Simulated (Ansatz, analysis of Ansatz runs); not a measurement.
# V_Mg under the (010) surface of MgH2: energy against depth

How does the energy of V_Mg change with depth under the (010) face of MgH2? Model: a cell of 96 host atoms with 1 Mg taken out, a symmetric slab with vacuum.

Program: Ansatz 0.2.0. Level of theory: plane-wave PAW DFT, PBEsol and HSE06; a slab with vacuum, neutral defects. Results are calculated unless marked as measured.

Most raw output is cut from this account.

### 1. Starting point

The cell holds 95 atoms: 31 Mg and 64 H. Its edges and angles: a = 8.958 Å, b = 10.785 Å, c = 22.000 Å, α = 90.0°, β = 90.0°, γ = 90.0°. It derives from MgH2 (space group Pbcn), repeated 2×2×1. Vacuum lies along c. Nearest the centre at fractional (0.523, 0.339, 0.666): H67 at 1.84 Å, H69 at 1.87 Å, H65 at 1.90 Å, H16 at 1.99 Å, H22 at 2.09 Å, H95 at 3.05 Å, Mg7 at 3.06 Å, H64 at 3.21 Å.

The cell's shortest repeat is 9.0 Å.

### 2. The clean slab

The slab is cut stoichiometric, symmetric and without a dipole, at the in-plane lattice of the database's bulk structure, and all its atoms relax. Miller indices refer to pymatgen's conventional standard cell, whose axes can be ordered otherwise than in the space-group symbol.

The input, slab/input.yaml:

```yaml
crystal:
  lattice:
    - [4.479072, 0.0, 0.0]
    - [0.0, 5.392622, 0.0]
    - [0.0, 0.0, 22.0]
  atoms:
    - { symbol: Mg, position: [0.5, 0.8315276, 0.3331078] }
    - { symbol: Mg, position: [1.0, 0.6684724, 0.4443693] }
    - { symbol: Mg, position: [0.5, 0.1684724, 0.4443693] }
    - { symbol: Mg, position: [1.0, 0.3315276, 0.3331078] }
    - { symbol: Mg, position: [0.5, 0.8315276, 0.5556307] }
    - { symbol: Mg, position: [1.0, 0.6684724, 0.6668922] }
    - { symbol: Mg, position: [0.5, 0.1684724, 0.6668922] }
    - { symbol: Mg, position: [1.0, 0.3315276, 0.5556307] }
    - { symbol: H, position: [0.7276925, 0.8910687, 0.4065821] }
    - { symbol: H, position: [0.2276925, 0.6089313, 0.370895] }
    - { symbol: H, position: [0.7723075, 0.6089313, 0.2953207] }
    - { symbol: H, position: [0.2723075, 0.8910687, 0.4821564] }
    - { symbol: H, position: [0.7276925, 0.1089313, 0.2953207] }
    - { symbol: H, position: [0.2276925, 0.3910687, 0.4821564] }
    - { symbol: H, position: [0.7723075, 0.3910687, 0.4065821] }
    - { symbol: H, position: [0.2723075, 0.1089313, 0.370895] }
    - { symbol: H, position: [0.7276925, 0.8910687, 0.629105] }
    - { symbol: H, position: [0.2276925, 0.6089313, 0.5934179] }
    - { symbol: H, position: [0.7723075, 0.6089313, 0.5178436] }
    - { symbol: H, position: [0.2723075, 0.8910687, 0.7046793] }
    - { symbol: H, position: [0.7276925, 0.1089313, 0.5178436] }
    - { symbol: H, position: [0.2276925, 0.3910687, 0.7046793] }
    - { symbol: H, position: [0.7723075, 0.3910687, 0.629105] }
    - { symbol: H, position: [0.2723075, 0.1089313, 0.5934179] }
basis:
  ecutwfc: 420
  xc_grid: 2
hamiltonian:
  xc: pbesol
  pseudopotentials: { kind: paw, azcp: { folder: soft_1 }, xc_functional: pbe }
kpoints:
  mp_grid: { grid: [4, 4, 1] }
scf:
  occupations: { method: fermi_dirac, width: 0.01 }
  max_iter: 100
relax:
  f_tol: 0.01
  max_steps: 100
  random_displacement: { amplitude: 0.03, seed: 8489 }
output:
  forces: true
  eigenvalues: true
```

Launch:

```
$ ansatz run input.yaml --threads 32 --pin off --max-ram 84787MiB --backend cuda --events-out ev --progress --plain --runs-dir out --max-vram 78GiB
```

Wall time 4.3 s (1 × NVIDIA GB200 with 32 threads of Arm Neoverse V2, shared host); peak memory 1.2 GiB; 23 s of CPU time.

Step by step:

| step | energy less that of the first step (eV) | largest force component (eV/Å) |
| --- | --- | --- |
| 1 | 0.0000 | 1.0601 |
| 2 | -0.4878 | 0.2261 |
| 3 | -0.5765 | 0.0566 |
| 4 | -0.6031 | 0.0193 |
| 5 | -0.5928 | 0.1586 |
| 6 | -0.6055 | 0.0039 |
| 7 | -0.6056 | 0.0023 |

Relaxation step 5 was tried and not accepted.

The atoms that moved most (Å, from the sites as typed, ahead of the random displacement, the mean shift of all atoms taken out):

```csv
atom,dx,dy,dz,length
H20,-0.285,0.298,0.033,0.414
H13,0.285,-0.298,-0.033,0.413
H22,0.284,0.298,0.032,0.413
H11,-0.284,-0.298,-0.033,0.413
Mg1,0.212,-0.048,0.010,0.218
Mg6,0.212,0.048,-0.011,0.218
Mg7,-0.212,0.048,-0.011,0.218
Mg4,-0.212,-0.048,0.011,0.217
```

Final coordinates:

```
Mg H
1.0
     4.47907    0.00000    0.00000
     0.00000    5.39262    0.00000
     0.00000    0.00000   22.00000
Mg H
8 16
Direct
  0.54728 0.82315 0.33353
  0.00989 0.66574 0.44395
  0.48993 0.16574 0.44395
  0.95265 0.32314 0.33355
  0.50994 0.83537 0.55594
  0.04725 0.67802 0.66636
  0.45261 0.17798 0.66636
  0.98998 0.33539 0.55596
  0.73049 0.88971 0.40985
  0.20521 0.62276 0.36446
  0.70884 0.55422 0.29379
  0.27124 0.89293 0.48246
  0.79116 0.05421 0.29379
  0.22861 0.39295 0.48247
  0.76932 0.38972 0.40986
  0.29456 0.12260 0.36447
  0.70525 0.87852 0.63543
  0.23060 0.61140 0.59005
  0.77123 0.60812 0.51743
  0.20868 0.94697 0.70611
  0.72857 0.10825 0.51744
  0.29112 0.44695 0.70610
  0.79466 0.37846 0.63544
  0.26939 0.11140 0.59004
```

With the common shift taken out, atoms move by up to 0.41 Å from the bulk-cut sites, and by up to 0.14 Å along the normal.

On a dense mesh the slab's energy differs by under 1 meV an atom, so the sampling is kept; the layers are compared at one sampling, where most of this error should cancel, which was not tested.

### 3. Does the supercell reconstruct?

The clean supercell is relaxed from displaced atoms, since a reconstruction that only the larger cell allows would otherwise be counted to the defect.

The input, pristine.relax/input.yaml:

```yaml
crystal:
  lattice:
    - [8.958144, 0.0, 0.0]
    - [0.0, 10.785244, 0.0]
    - [0.0, 0.0, 22.0]
  atoms:
    - { symbol: Mg, position: [0.27364048, 0.41157558, 0.33353123] }
    - { symbol: Mg, position: [0.5049429, 0.33287071, 0.44395179] }
    - { symbol: Mg, position: [0.24496259, 0.08286848, 0.44395223] }
    - { symbol: Mg, position: [0.47632614, 0.16157248, 0.33354507] }
[... 86 atom lines left out ...]
    - { symbol: H, position: [0.88561292, 0.80406033, 0.51743429] }
    - { symbol: H, position: [0.60434249, 0.97348476, 0.70611193] }
    - { symbol: H, position: [0.86428697, 0.55412674, 0.51744394] }
    - { symbol: H, position: [0.64555848, 0.72347389, 0.70610347] }
    - { symbol: H, position: [0.89733097, 0.68922992, 0.63544129] }
    - { symbol: H, position: [0.63469644, 0.55569945, 0.59004251] }
basis:
  ecutwfc: 420
  xc_grid: 2
hamiltonian:
  xc: pbesol
  pseudopotentials: { kind: paw, azcp: { folder: soft_1 }, xc_functional: pbe }
kpoints:
  mp_grid: { grid: [2, 2, 1] }
scf:
  occupations: { method: fermi_dirac, width: 0.01 }
  max_iter: 100
output:
  forces: true
relax:
  f_tol: 0.015
  max_steps: 80
  random_displacement: { amplitude: 0.05, seed: 8498 }
```

Elapsed: 4.1 s, on 1 × NVIDIA GB200 with 32 threads; peak memory 1.3 GiB; 17 s of CPU time.

Atoms end at most 0.01 Å from the small cell's positions, so the small cell's structure is at least a local minimum.

### 4. The defect, layer by layer

Each layer's defect is relaxed from random displacements, at more than one total moment, because the electrons or holes left behind may pair or not. Layer 1 is shown in full.

The input, layer1_M0.relax/input.yaml:

```yaml
crystal:
  lattice:
    - [8.958144, 0.0, 0.0]
    - [0.0, 10.785244, 0.0]
    - [0.0, 0.0, 22.0]
  atoms:
    - { symbol: Mg, position: [0.27343888, 0.41141247, 0.33353997] }
    - { symbol: Mg, position: [0.5048635, 0.3328994, 0.4439801] }
[... 2 atom lines left out ...]
    - { symbol: Mg, position: [0.2548652, 0.41774305, 0.55593506] }
    - { symbol: Mg, position: [0.22634959, 0.08916626, 0.66638382] }
    - { symbol: Mg, position: [0.4949996, 0.16779769, 0.55595079] }
[... 3 atom lines left out ...]
    - { symbol: H, position: [0.13561847, 0.44645727, 0.48240556] }
[... 4 atom lines left out ...]
    - { symbol: H, position: [0.35236708, 0.43920087, 0.63545513] }
    - { symbol: H, position: [0.11517598, 0.30585275, 0.59007147] }
    - { symbol: H, position: [0.38532965, 0.30397015, 0.51739643] }
    - { symbol: H, position: [0.1040921, 0.47374191, 0.7060639] }
    - { symbol: H, position: [0.36449787, 0.05404498, 0.51745141] }
    - { symbol: H, position: [0.14565404, 0.22376459, 0.70612861] }
    - { symbol: H, position: [0.39743873, 0.18919743, 0.63547938] }
    - { symbol: H, position: [0.13480404, 0.05582545, 0.59006077] }
[... 5 atom lines left out ...]
    - { symbol: Mg, position: [0.5233995, 0.83908299, 0.66636516] }
    - { symbol: Mg, position: [0.2263801, 0.5890678, 0.66634018] }
    - { symbol: Mg, position: [0.49489253, 0.6677624, 0.5559078] }
[... 8 atom lines left out ...]
    - { symbol: H, position: [0.35244566, 0.93919214, 0.63546208] }
[... 2 atom lines left out ...]
    - { symbol: H, position: [0.10439711, 0.97369102, 0.70613156] }
    - { symbol: H, position: [0.36448413, 0.55390876, 0.51738156] }
    - { symbol: H, position: [0.14605627, 0.72378725, 0.7060864] }
    - { symbol: H, position: [0.39736559, 0.68922726, 0.63536641] }
    - { symbol: H, position: [0.13471183, 0.55588198, 0.59001582] }
[... 4 atom lines left out ...]
    - { symbol: Mg, position: [0.7548968, 0.41777212, 0.55594449] }
    - { symbol: Mg, position: [1.0234552, 0.33911598, 0.66636354] }
    - { symbol: Mg, position: [0.72623195, 0.08914102, 0.66636309] }
    - { symbol: Mg, position: [0.99503643, 0.16768503, 0.55596198] }
[... 3 atom lines left out ...]
    - { symbol: H, position: [0.63560561, 0.44651182, 0.48242936] }
[... 1 atom line left out ...]
    - { symbol: H, position: [0.61441656, 0.19659686, 0.48247253] }
[... 2 atom lines left out ...]
    - { symbol: H, position: [0.85224617, 0.43915613, 0.63550028] }
    - { symbol: H, position: [0.61504359, 0.30595705, 0.59003743] }
    - { symbol: H, position: [0.88548217, 0.30401732, 0.51748457] }
    - { symbol: H, position: [0.60403312, 0.47377459, 0.70609548] }
    - { symbol: H, position: [0.86448789, 0.05399698, 0.51743907] }
    - { symbol: H, position: [0.64562736, 0.22375889, 0.70609861] }
    - { symbol: H, position: [0.8974383, 0.18917427, 0.63549142] }
    - { symbol: H, position: [0.63479769, 0.05593184, 0.5900203] }
[... 4 atom lines left out ...]
    - { symbol: Mg, position: [0.75501665, 0.91769623, 0.55599212] }
[... 1 atom line left out ...]
    - { symbol: Mg, position: [0.72615619, 0.58920756, 0.66634622] }
[... 9 atom lines left out ...]
    - { symbol: H, position: [0.85259341, 0.9392557, 0.63548787] }
    - { symbol: H, position: [0.61521355, 0.80584396, 0.5900655] }
[... 1 atom line left out ...]
    - { symbol: H, position: [0.6041802, 0.97369419, 0.70607621] }
    - { symbol: H, position: [0.86445639, 0.55397302, 0.51740605] }
    - { symbol: H, position: [0.645456, 0.72371013, 0.70612442] }
    - { symbol: H, position: [0.89741275, 0.68926657, 0.63549723] }
    - { symbol: H, position: [0.6346725, 0.55588471, 0.59001474] }
basis:
  ecutwfc: 420
  xc_grid: 2
hamiltonian:
  xc: pbesol
  pseudopotentials: { kind: paw, azcp: { folder: soft_1 }, xc_functional: pbe }
kpoints:
  mp_grid: { grid: [2, 2, 1] }
scf:
  occupations: { method: fermi_dirac, width: 0.01 }
  max_iter: 100
output:
  forces: true
relax:
  f_tol: 0.03
  max_steps: 90
  random_displacement: { amplitude: 0.05, seed: 8490 }
```

Elapsed: 15 s, on 1 × NVIDIA GB200 with 32 threads; peak memory 1.3 GiB; 68 s of CPU time.

Relaxation path:

```
step  energy less that of the first step (eV)  largest force component (eV/Å)
   1                                   0.0000                          0.6364
   2                                  -0.8534                          0.5410
   3                                  -1.1962                          0.9406
   4                                  -1.4206                          1.3409
   5                                  -2.1569                          2.5181
   6                                  -3.4296                          3.7979
   7                                  -4.6699                          0.8754
   8                                  -4.9506                          0.7588
   9                                  -5.0746                          0.8538
  10                                  -5.1511                          0.1797
  11                                  -5.1661                          1.1525
  12                                  -5.2029                          0.4109
  13                                  -5.2161                          0.0799
  14                                  -5.2237                          0.2016
  15                                  -5.2148                          0.7769
  16                                  -5.2302                          0.0835
  17                                  -5.2318                          0.0101
  18                                  -5.2318                          0.0101
  19                                  -5.2342                          0.0208
  20                                  -5.2384                          0.0220
  21                                  -5.2440                          0.0233
```

Relaxation step 15 was tried and not accepted.

The atoms that moved most (Å, from the sites as typed, ahead of the random displacement, the mean shift of all atoms taken out):

```csv
atom,dx,dy,dz,length
H67,0.124,-1.899,0.610,1.999
H69,-0.661,0.787,-0.036,1.028
H65,0.279,-0.453,0.188,0.565
Mg78,0.155,0.330,-0.350,0.505
Mg54,-0.015,0.092,-0.400,0.411
H71,-0.200,-0.297,-0.134,0.382
H89,0.204,-0.206,0.062,0.296
H91,0.097,0.224,-0.129,0.276
```

Neighbours of the ideal centre at the end:

```csv
atom,distance (Å)
H69,1.048
H67,1.765
H65,2.019
H16,2.171
H22,2.225
H95,2.892
Mg7,2.993
Mg52,3.094
H64,3.109
```

Among the atoms that came to bonding distance: H67–H69 0.77 Å (from 2.72).

All relaxations:

```csv
layer,depth (Å),moment (μB),outcome,structures computed,largest displacement from the input (Å),time
1,0.87,0,converged,21,2.00,15 s
1,0.87,2,converged,16,1.41,23 s
2,3.30,0,converged,23,2.48,35 s
2,3.30,2,converged,37,2.79,51 s
```

The relaxation ends 55 meV an atom lower than the displaced start, with a largest force component of 0.023 eV/Å.

### 5. Energies and states

Single points on the relaxed structures give the energies, all at one sampling, and show where the defect's states lie.

The input, layer1_M0.point.pbesol/input.yaml:

```yaml
crystal:
  lattice:
    - [8.958144, 0.0, 0.0]
    - [0.0, 10.785244, 0.0]
    - [0.0, 0.0, 22.0]
  atoms:
    - { symbol: Mg, position: [0.27510836, 0.40942369, 0.33367413] }
    - { symbol: Mg, position: [0.50428145, 0.33101111, 0.44532753] }
[... 13 atom lines left out ...]
    - { symbol: H, position: [0.34699294, 0.46077289, 0.63437263] }
[... 5 atom lines left out ...]
    - { symbol: H, position: [0.39877401, 0.1712007, 0.63683889] }
[... 42 atom lines left out ...]
    - { symbol: H, position: [0.64593377, 0.26408518, 0.59865413] }
[... 1 atom line left out ...]
    - { symbol: H, position: [0.61762317, 0.29781875, 0.73387559] }
[... 1 atom line left out ...]
    - { symbol: H, position: [0.57156701, 0.2968513, 0.70453103] }
[... 25 atom lines left out ...]
    - { symbol: H, position: [0.61902595, 0.54672366, 0.59279411] }
basis:
  ecutwfc: 420
  xc_grid: 2
hamiltonian:
  xc: pbesol
  pseudopotentials: { kind: paw, azcp: { folder: soft_1 }, xc_functional: pbe }
kpoints:
  mp_grid: { grid: [2, 2, 1] }
scf:
  occupations: { method: fermi_dirac, width: 0.01 }
  max_iter: 80
output:
  forces: true
  eigenvalues: true
  eigenstates: { localisation: true }
  populations: true
  write_density: true
  write_potential: true
  volumetric_format: npy
checkpoint:
  write: "../layer1_M0.point.pbesol.run"
  compress: false
  write_wavefunctions: false
  write_every: 100000
```

It took 2.9 s on 1 × NVIDIA GB200 with 32 threads; peak memory 2.2 GiB; 26 s of CPU time.

From eigenstates.tsv, first k-point; energies on the run's zero. The participation number counts the atoms that a state is spread over, of 95; bands count from 0.

```csv
spin,band,energy (eV),occupation,participation,largest share on,share
both,181,-2.580,2.00,32.3,H65,0.10
both,182,-2.487,2.00,13.5,H12,0.10
both,183,-2.408,2.00,29.5,H22,0.11
both,184,-2.287,2.00,12.9,H16,0.24
both,185,-1.973,2.00,11.8,H19,0.16
both,186,-1.854,2.00,20.7,H58,0.08
both,187,0.980,0.00,53.7,Mg1,0.03
both,188,1.163,0.00,43.8,Mg29,0.05
both,189,1.329,0.00,61.8,Mg54,0.04
both,190,1.558,0.00,65.1,Mg54,0.04
both,191,1.773,0.00,54.1,Mg78,0.05
```

Under PBEsol, periodic cell with vacuum at the first k-point of a 2×2×1 Γ-centred mesh, the highest filled state is spread over 21 of 95 atoms, and the lowest empty one, 2.83 eV above it, is spread over 54 of 95 atoms.

Against the clean slab and Mg (hcp):

| layer | depth (Å) | total moment (μB) | formation energy (eV) | against the deepest layer (eV) |
| --- | --- | --- | --- | --- |
| 1 | 0.87 | 0 | 1.06 | -0.71 |
| 1 | 0.87 | 2 | 4.08 | 2.31 |
| 2 | 3.30 | 0 | 1.77 | 0.00 |
| 2 | 3.30 | 2 | 4.72 | 2.95 |

### 6. The same structures under HSE06

HSE06 on the same structures tests whether the order of the layers belongs to the functional.

layer1_M0.point.hse06/input.yaml, as its differences from layer1_M0.point.pbesol/input.yaml of step 5:

```diff
@@ -24,4 +24,4 @@
 hamiltonian:
-  xc: pbesol
-  pseudopotentials: { kind: paw, azcp: { folder: soft_1 }, xc_functional: pbe }
+  xc: hse06
+  pseudopotentials: { kind: paw, azcp: { folder: soft_1 } }
 kpoints:
@@ -36,7 +36,4 @@
   populations: true
-  write_density: true
-  write_potential: true
-  volumetric_format: npy
 checkpoint:
-  write: "../layer1_M0.point.pbesol.run"
+  write: "../layer1_M0.point.hse06.run"
   compress: false
```

The job ended after 27 s (1 × NVIDIA GB200 with 32 threads; peak memory 4.2 GiB; 91 s of CPU time).

Against the clean slab; the energies still hold the atoms taken out or put in:

| layer | depth (Å) | total moment (μB) | energy over the clean slab (eV) | against the deepest layer (eV) |
| --- | --- | --- | --- | --- |
| 1 | 0.87 | 0 | 1925.30 | -0.69 |
| 1 | 0.87 | 2 | 1929.12 | 3.14 |
| 2 | 3.30 | 0 | 1925.99 | 0.00 |
| 2 | 3.30 | 2 | 1929.67 | 3.69 |

The highest layer obtained now stands −0.69 eV from the deepest, against −0.71 eV before.

### 7. Results

```json
{
 "highest less deepest of the layers obtained (PBEsol)": "-0.71 eV",
 "layer of the lowest energy (PBEsol), structures unlike": "1",
 "highest less deepest of the layers obtained (HSE06)": "-0.69 eV",
 "layer of the lowest energy (HSE06), structures unlike": "1"
}
```

What this shows: Under PBEsol V_Mg is 0.71 eV lower in layer 1 than in layer 2, 3.3 Å down. But host atoms moved by over 1.2 Å in layer 1 at 0 μB (2.0 Å), layer 1 at 2 μB (1.4 Å), layer 2 at 0 μB (2.5 Å) and layer 2 at 2 μB (2.8 Å): the surface or the defect's shell rebuilt itself there, so the layers are not compared like for like and these differences are no segregation energies. The functionals give the same layer as lowest. The clean slab's gap at this sampling is 2.82 eV. Limits: neutral states alone; one site a layer, which need not be the same crystallographic site in every layer, at most four layers; one defect on one side of the slab, 9.0 Å from its images and with no dipole correction; the deepest layer of so thin a slab is not yet bulk, and the thickness was not varied; the in-plane lattice is the database's, not relaxed here; no adsorbates, no temperature.

[Logs are printed without paths, hosts, clocks, repeated set-up lines and the standing remarks that a program may print on its own settings, such as how far it seeks lower states.]

[Hosts, paths, dates, database ids (printed as entryN), source tags and the programs' standing remarks are cut or masked in the printed files.]

[Maps of the electrostatic potential energy from Ansatz leave out the sawtooth potential of an applied field or a dipole correction, so their vacuum need not be flat.]
